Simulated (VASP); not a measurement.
# Cd2S (P3m1) in VASP: a series of runs, part 2 of 2

VASP 6.6.1.

### Step 4. Single point, LDA

Contents of INCAR:

```
PREC = Accurate
ENCUT = 520
EDIFF = 1E-6
ISMEAR = 0
SIGMA = 0.03
LREAL = F
LASPH = T
NELM = 100
ALGO = Fast
ISIF = 2
LWAVE = F
LCHARG = F
GGA = CA
NBANDS = 22
```

Contents of KPOINTS:

```
Automatic mesh
0
Gamma
  12 12 6
```

Contents of POSCAR:

```
Cd2S
1.0
    3.9626700490      0.0000000000      0.0000000000
   -1.9813350245      3.4317729293      0.0000000000
    0.0000000000      0.0000000000      5.8091920000
Cd S
2 1
Direct
    0.6666666667      0.3333333333      0.5787350000
    0.3333333333      0.6666666667      0.9327170000
    0.3333333333      0.6666666667      0.3829190979
```

Potentials or basis: VASP PAW LDA potentials, release 64 (Cd, S).

Command:

```
$ cat potpaw_LDA.64/Cd/POTCAR potpaw_LDA.64/S/POTCAR > POTCAR
$ mpirun -np 1 vasp_std > vasp.out
```

OUTCAR:

```text
PREC = Accurate
   ENCUT = 520
   EDIFF = 1E-6
   ISMEAR = 0
   LREAL = F
   LASPH = T
   NELM = 100
   ISIF = 2
   GGA = CA

 ion  position               nearest neighbor table
   1  0.667  0.333  0.579-   3 2.56   3 2.56   3 2.56   2 3.08   2 3.08   2 3.08
   2  0.333  0.667  0.933-   3 2.62   1 3.08   1 3.08   1 3.08   3 3.19
   3  0.333  0.667  0.383-   1 2.56   1 2.56   1 2.56   2 2.62   2 3.19

  LATTYP: Found a hexagonal cell.
 ALAT       =     3.9626700490
 C/A-ratio  =     1.4659792332

  Lattice vectors:

 A1 = (   3.9626700490,   0.0000000000,   0.0000000000)
 A2 = (  -1.9813350245,   3.4317729293,   0.0000000000)
 A3 = (   0.0000000000,   0.0000000000,   5.8091920000)

Analysis of symmetry for initial positions (statically):
=====================================================================
 Subroutine PRICEL returns:
 Original cell was already a primitive cell.

 Routine SETGRP: Setting up the symmetry group for a
 hexagonal supercell.

 Subroutine GETGRP returns: Found  6 space group operations
 (whereof  6 operations were pure point group operations)
 out of a pool of 24 trial point group operations.

The static configuration has the point symmetry C_3v.

Analysis of symmetry for dynamics (positions and initial velocities):
=====================================================================
 Subroutine PRICEL returns:
 Original cell was already a primitive cell.

 Routine SETGRP: Setting up the symmetry group for a
 hexagonal supercell.

 Subroutine GETGRP returns: Found  6 space group operations
 (whereof  6 operations were pure point group operations)
 out of a pool of 24 trial point group operations.

The dynamic configuration has the point symmetry C_3v.

 Subroutine INISYM returns: Found  6 space group operations
 (whereof  6 operations are pure point group operations),
 and found     1 'primitive' translations

[... 117 lines left out ...]
  volume/ion in A,a.u.               =      26.33       177.70
  Fermi-wavevector in a.u.,A,eV,Ry     =   1.185517  2.240303 19.122322  1.405451
  Thomas-Fermi vector in A             =   2.321709
   LORBIT       =      0    0 simple, 1 ext, 2 COOP (PROOUT), +10 PAW based schemes
   GGA     = CA    functional components
   LHFCALC =     F    Hartree Fock is set to
   AEXX    =    0.0000 exact exchange contribution
   IVDW    =     0    specifies the selected vdW correction
   LEPSILON=     F    determine dielectric tensor
   LRPA    =     F    only Hartree local field effects (RPA)
 non-spin polarized calculation
 RMM-DIIS sequential band-by-band and
 Gauss-broadening in eV      SIGMA  =   0.03
  energy-cutoff  :      520.00
  volume of cell :       79.00
 maximum number of plane-waves:      2157
 NGX is ok and might be reduce to    30
   NGX = 15   NGY = 15   NGZ = 21

 number of electron      29.9999999 magnetization

 Free energy of the ion-electron system (eV)
  ---------------------------------------------------
  ext. energy  EPLUGINS =         0.00000000
  ---------------------------------------------------
  free energy    TOTEN  =        -8.06348270 eV

  energy without entropy =       -8.06348269  energy(sigma->0) =       -8.06348270

 E-fermi :   1.3022     XC(G=0):  -9.6609

 val. band max:        1.2092266055   @ k =   0.3333   0.3333   0.1667
 cond. band min:       1.3950694771   @ k =   0.5000   0.0000   0.1667
 fundamental gap:      0.1858428716
 Fermi energy:         1.3021783038

 k-point     1 :       0.0000    0.0000    0.0000
  band No.  band energies     occupation
      1     -11.5406      2.00000
      2      -7.1812      2.00000
      3      -7.1812      2.00000
      4      -7.1780      2.00000
      5      -7.1780      2.00000
      6      -7.0046      2.00000
[... 589 lines left out ...]
     21       9.5782      0.00000
     22      10.2425      0.00000

 [... further k-points ...]

------------------------ aborting loop because EDIFF is reached ----------------------------------------

  FORCE on cell =-STRESS in cart. coord.  units (eV):
  Direction    XX          YY          ZZ          XY          YZ          ZX
  --------------------------------------------------------------------------------------
  -------------------------------------------------------------------------------------
  Total       -1.5667400     -1.5667400     -2.8290414      0.0000000      0.0000000      0.0000000
  in kB      -31.7749838    -31.7749838    -57.3756613      0.0000000      0.0000000      0.0000000
  external PRESSURE =     -40.3085430 kB  Pullay stress =       0.0000000 kB

 VOLUME and BASIS-vectors are now :
 -----------------------------------------------------------------------------
  energy-cutoff  :      520.00
  volume of cell :       79.00
      direct lattice vectors                 reciprocal lattice vectors
     3.962670049  0.000000000  0.000000000     0.252355101  0.145697285  0.000000000
    -1.981335025  3.431772929  0.000000000     0.000000000  0.291394571  0.000000000
     0.000000000  0.000000000  5.809192000     0.000000000  0.000000000  0.172140979

 POSITION                                       TOTAL-FORCE (eV/Angst)
 -----------------------------------------------------------------------------------
      1.98134      1.14392      3.36198        -0.000000      0.000000      0.122308
     -0.00000      2.28785      5.41833        -0.000000     -0.000000      0.278266
     -0.00000      2.28785      2.22445         0.000000      0.000000     -0.400574
 -----------------------------------------------------------------------------------
    total drift:                                0.000000     -0.000000     -0.000249

  FREE ENERGIE OF THE ION-ELECTRON SYSTEM (eV)
  ---------------------------------------------------
  free  energy   TOTEN  =        -8.0634827041 eV

  energy  without entropy=       -8.0634826877  energy(sigma->0) =       -8.06348270
```

OSZICAR:

```text
N       E                     dE             d eps       ncg     rms          rms(c)
DAV:   1     0.211436667752E+03    0.21144E+03   -0.15014E+04  4400   0.127E+03
DAV:   2     0.794896039778E+00   -0.21064E+03   -0.20086E+03  4952   0.331E+02
DAV:   3    -0.871774624357E+01   -0.95126E+01   -0.94570E+01  5300   0.715E+01
DAV:   4    -0.879732264035E+01   -0.79576E-01   -0.79562E-01  4784   0.614E+00
DAV:   5    -0.879836647611E+01   -0.10438E-02   -0.10438E-02  5396   0.676E-01    0.844E+00
RMM:   6    -0.810486013145E+01    0.69351E+00   -0.10860E+00  4489   0.612E+00    0.638E+00
RMM:   7    -0.807375492741E+01    0.31105E-01   -0.14144E-01  4701   0.193E+00    0.270E+00
RMM:   8    -0.806384836999E+01    0.99066E-02   -0.21054E-02  4981   0.896E-01    0.592E-01
RMM:   9    -0.806348550131E+01    0.36287E-03   -0.32187E-03  5044   0.366E-01    0.181E-01
RMM:  10    -0.806347232539E+01    0.13176E-04   -0.57390E-04  5120   0.154E-01    0.138E-01
RMM:  11    -0.806349932132E+01   -0.26996E-04   -0.25411E-04  5065   0.109E-01    0.809E-02
RMM:  12    -0.806348113487E+01    0.18186E-04   -0.78608E-05  4940   0.523E-02    0.207E-02
RMM:  13    -0.806348269598E+01   -0.15611E-05   -0.13881E-05  4965   0.244E-02    0.185E-02
RMM:  14    -0.806348270409E+01   -0.81027E-08   -0.32192E-06  3828   0.123E-02
   1 F= -.80634827E+01 E0= -.80634827E+01  d E =-.163399E-07
```

Run time: 88 s. Hardware: 1 thread of AMD EPYC 9R45 (Zen 5), shared host; peak memory 0.24 GiB.

Results:

```yaml
Free_energy: -8.0635 eV
Pressure: -4.0 GPa
Largest_force: 0.401 eV/Å
Band_gap_on_the_k_mesh: 0.19 eV, indirect (least direct gap 0.46 eV)
```

Forces on the atoms (eV/Å):
```
Cd   0.000  0.000  0.122
Cd   0.000  0.000  0.278
S    0.000  0.000 -0.401
```

Stress tensor (GPa, compression positive):
```
-3.18  0.00  0.00
 0.00 -3.18  0.00
 0.00  0.00 -5.74
```

A k mesh can miss the band edges.

### Step 5. Overview

```csv
cell,further INCAR settings,gap on the mesh (eV),pressure (GPa),largest force (eV/Å)
"all S atoms moved +0.025 Å, as atom 3 towards its neighbour atom 2 (Cd) at 2.515 Å",ALGO = Fast; EDIFF = 1e-07; NBANDS = 22,0.15,-4.7,0.31
"all S atoms moved +0.075 Å, as atom 3 towards its neighbour atom 2 (Cd) at 2.515 Å",ALGO = Fast; EDIFF = 1e-06; NBANDS = 22,0.13,-4.7,0.67
"all S atoms moved -0.100 Å, as atom 3 towards its neighbour atom 2 (Cd) at 2.515 Å",ALGO = Fast; EDIFF = 1e-06; NBANDS = 22,0.19,-4.0,0.40
```

Alike in all rows: task single point; level LDA; potentials or basis VASP PAW LDA potentials, release 64 (Cd, S); no spin polarisation; k mesh 12 × 12 × 6; cutoff (eV) 520; smearing gaussian 0.03 eV.

Absolute energies hang on the potentials; compare differences alone.
